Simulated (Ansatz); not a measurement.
Zr₃N₄ (started from an entry of an open crystallographic database), relaxed with r2SCAN in Ansatz: it is cubic, I-43d (No. 220); conventional cell a = 6.776 Å, 11.11 Å³ an atom. Zr has 8 N at 2.22–2.49 Å; N has 6 Zr at 2.22–2.49 Å. The primitive cell holds 14 atoms in 155.54 Å³. No magnetic order and no zero-point or thermal motion.

Computed values: Without spin-orbit coupling PBE's valence top is a threefold level at Γ and the gap is 0.681 eV; with it the level splits into four states above two, Δ₀ = 0.081 eV apart. HSE06 (4×4×4) gives a least gap of 1.56 eV, direct. r2SCAN's ε∞ is 11.27.

Problem. What is the density?

Solution. The cell holds 6 Zr, 8 N: M = 6×91.224 + 8×14.007 = 659.40 u in V = 155.54 Å³. ρ = 1.66054 × M/V = 1.66054 × 659.40/155.54 = 7.040 g/cm³, for the static r2SCAN lattice.

Problem. If the centre of gravity stays and the conduction band doesn't move, what gap follows with spin-orbit coupling?

Solution. The fourfold level rises by Δ₀/3 = 0.027 eV and the twofold one falls by 2Δ₀/3, so E_g ≈ 0.681 − 0.027 = 0.654 eV. The PBE+SOC run gives 0.653 eV, -0.001 eV from the estimate.

Problem. At what wavelength does absorption set in by HSE06, excitons left aside?

Solution. λ = 1239.84 eV nm/E: 795 nm for the least gap.

Problem. What refractive index and reflectivity at normal incidence follow, below the gap and above the phonons?

Solution. n = √11.27 = 3.357; R = ((n − 1)/(n + 1))² = (2.357/4.357)² = 29.3 % a face.

Only the levels marked +SOC include spin-orbit coupling.

The meshes of the hybrids are coarse, so their gaps aren't converged to the digits shown.

For a response run the program warns that the ground state's bands aren't all converged, so ε∞ carries an extra error.
